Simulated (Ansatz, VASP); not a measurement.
# One calculation of GaN, two programs

```xyz
4
Lattice="3.1831 0.0000 0.0000 -1.5916 2.7566 0.0000 0.0000 0.0000 5.1836" Properties=species:S:1:pos:R:3 pbc="T T T"
Ga    0.0000    1.8378   -0.0046
Ga    1.5916    0.9189    2.5872
N     0.0000    1.8378    1.9485
N     1.5916    0.9189    4.5402
```

Alike in both runs: functional r2SCAN; k mesh 10 × 10 × 6; occupations fermi-dirac, width 0.1 eV; no spin polarisation.

Ansatz relaxed the structure, and its values are those at the end. VASP's run is a single point on that final structure, the one shown.

|  | VASP | Ansatz |
| --- | --- | --- |
| version | VASP 6.6.1 | Ansatz 0.2.0 |
| potentials or method | VASP PAW PBE potentials, release 64 (Ga_d, N) | PAW with Ansatz's default frozen-core files, scalar-relativistic |
| plane-wave cutoff (eV) | 520 | 500 |
| valence electrons in the cell | 36 | 36 |

|  | VASP | Ansatz | Ansatz less VASP |
| --- | --- | --- | --- |
| pressure (GPa) | 1.1 | 0.0 | -1.08 |
| rms of the force components (eV/Å) | 0.003 | 0.000 | -0.0030 |

Caveats: the PAW data sets were made with another functional, which shifts forces and pressure a little (VASP).
